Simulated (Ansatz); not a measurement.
**EuS: from the end of a run back to its start**

EuS is taken as a measured crystal structure (space group Fm-3m, primitive cell doubled), 4 atoms in the cell. Source: COD entry 9008632, which need not be the ambient phase.

```xyz
4
Lattice="0.0000 2.9785 2.9785 2.9785 0.0000 2.9785 5.9570 5.9570 0.0000" Properties=species:S:1:pos:R:3 pbc="T T T"
Eu    0.0000    0.0000    0.0000
Eu    2.9785    2.9785    0.0000
S     2.9785    2.9785    2.9785
S     5.9570    5.9570    2.9785
```

Numbers behind element symbols give the atom's place in this list.

All numbers below come from DFT, PBE+U, PAW, plane waves, scalar-relativistic (Ansatz).

```json
{
 "Hubbard term (Dudarev form)": "U − J = 5.2 eV on Eu f, on Löwdin-orthonormalised all-electron atomic orbitals",
 "Plane-wave cutoff": "420 eV",
 "k-point mesh": "5×5×3 (Γ-centred)",
 "Occupations": "Fermi–Dirac smearing, 0.03 eV"
}
```

Moments by site are taken inside atomic spheres; the rest lies between them.

Spin–orbit coupling is left out, so orbital moments of the f shell are missing. A static U favours moments and orbital order; the result depends on U and need not be the measured state.

The mesh has less symmetry than the lattice, which lowers the symmetry of the run.

“Plain SCF” means no search for lower states. By default the program goes on after convergence only on a hint of a lower state. With a search on, the program may also reshape the start on open shells.

One run gave this history:

| iteration | Harris–Foulkes energy + 19315 (eV) | largest residual (eV) | M (μB) | absolute moment (μB) |
| --- | --- | --- | --- | --- |
| 1 | 0.8368 | 8.72e+01 | 9.78 | 9.78 |
| 2 | 10.4993 | 3.80e+00 | 10.00 | 11.36 |
| 3 | 3.5899 | 1.47e+00 | 10.00 | 12.32 |
| 4 | -6.7129 | 1.73e+01 | 10.00 | 14.04 |
| 5 | -16.4869 | 2.40e+00 | 10.00 | 14.37 |
| 6 | -18.1595 | 7.52e-01 | 10.00 | 13.89 |
| 8 | -22.0948 | 2.68e-01 | 10.00 | 13.51 |
| 14 | -24.1719 | 1.09e+00 | 10.00 | 12.18 |
| 21 | -23.9571 | 1.32e+00 | 10.00 | 12.90 |
| 27 | -24.2851 | 2.87e+00 | 10.00 | 11.82 |
| 34 | -22.4374 | 1.60e+01 | 10.00 | 10.34 |
| 40 | -25.3326 | 6.27e+00 | 10.00 | 10.20 |
| 47 | -24.6305 | 1.88e-02 | 10.00 | 10.30 |
| 53 | -24.9554 | 2.68e-03 | 10.00 | 10.39 |
| 60 | -24.9097 | 9.20e-04 | 10.00 | 10.36 |
| 66 | -25.0796 | 3.01e-03 | 10.00 | 10.35 |
| 73 | -25.1899 | 1.01e-03 | 10.00 | 10.34 |
| 79 | -25.2184 | 2.15e-06 | 10.00 | 10.38 |
| 86 | -25.2192 | 1.83e-08 | 10.00 | 10.38 |

It ended ferromagnetic, site moments Eu1 5.11, Eu2 5.11 μB, total 10.33 μB per cell, no gap on the k-mesh.

Q: These set-ups ended in different states. Which one gave the run above?
A. a moment on one site alone, plain SCF [Eu1 7.00 μB]
B. opposed moments +-, default search for lower states [Eu1 7.00, Eu2 -7.00 μB]
C. parallel moments scaled by 0.03, plain SCF [Eu1 0.21, Eu2 0.21 μB]

A: C. The others ended as follows, with energies against this run: “a moment on one site alone, plain SCF” ferromagnetic, -1237 meV/atom; “opposed moments +-, default search for lower states” antiferromagnetic, -1235 meV/atom.
